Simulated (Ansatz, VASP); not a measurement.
# KCl in VASP and in Ansatz

File INCAR:

```
SYSTEM = KCl
PREC = Accurate
ENCUT = 520
EDIFF = 1E-8
ISMEAR = -1
SIGMA = 0.03
LREAL = .FALSE.
LASPH = .TRUE.
NELM = 100
ALGO = Normal
ISIF = 2
LWAVE = .FALSE.
LCHARG = .FALSE.
GGA = PE
LEFG = .TRUE.
NBANDS = 15
```

KPOINTS

```
regular mesh
0
G
  7 7 7
  0 0 0
```

The input POSCAR:

```
KCl
1.0
    0.0000000000      3.1349174826      3.1349174826
    3.1349174826      0.0000000000      3.1349174826
    3.1349174826      3.1349174826      0.0000000000
K Cl
1 1
Direct
    0.0000000000      0.0000000000      0.0000000000
    0.5000000000      0.5000000000      0.5000000000
```

Input for Ansatz:

```yaml
crystal:
  lattice:
    - [0.0, 3.1349174826, 3.1349174826]
    - [3.1349174826, 0.0, 3.1349174826]
    - [3.1349174826, 3.1349174826, 0.0]
  atoms:
    - { symbol: K, position: [0.0, 0.0, 0.0] }
    - { symbol: Cl, position: [0.5, 0.5, 0.5] }
kpoints:
  mp_grid: { grid: [7, 7, 7] }
scf:
  occupations: { method: fermi_dirac, width: 0.03 }
hamiltonian:
  xc: pbe
  pseudopotentials: { kind: all_electron, datasets: crystal }
output:
  forces: true
  stress: true
  eigenvalues: true
  efg: { contact_densities: true }
```

Change from the starting cell: volume scaled by 0.98, crystal datasets.

Alike in both runs: task electric field gradients; functional PBE; k mesh 7 × 7 × 7; occupations fermi-dirac, width 0.03 eV; no spin polarisation.

|  | VASP | Ansatz |
| --- | --- | --- |
| version | VASP 6.6.1 | Ansatz 0.2.0 |
| potentials or method | VASP PAW PBE potentials, release 64 (K_sv, Cl) | all-electron PAW with datasets made for the crystal, scalar-relativistic |
| plane-wave cutoff (eV) | 520 | see its input |

```tsv
	VASP	Ansatz	Ansatz less VASP
gap on the k mesh at the Fermi level (eV)	5.23	5.23	+0.002
pressure (GPa)	1.0	1.0	-0.03
Vzz of the field gradient on the site that differs most (V/Å²)	0.0	0.0	0.00
```

Ansatz ran all-electron here, so the differences hold the error of VASP's frozen core and of both bases.

Caveats: an odd mesh through Γ misses points on the zone boundary, where band edges often lie.
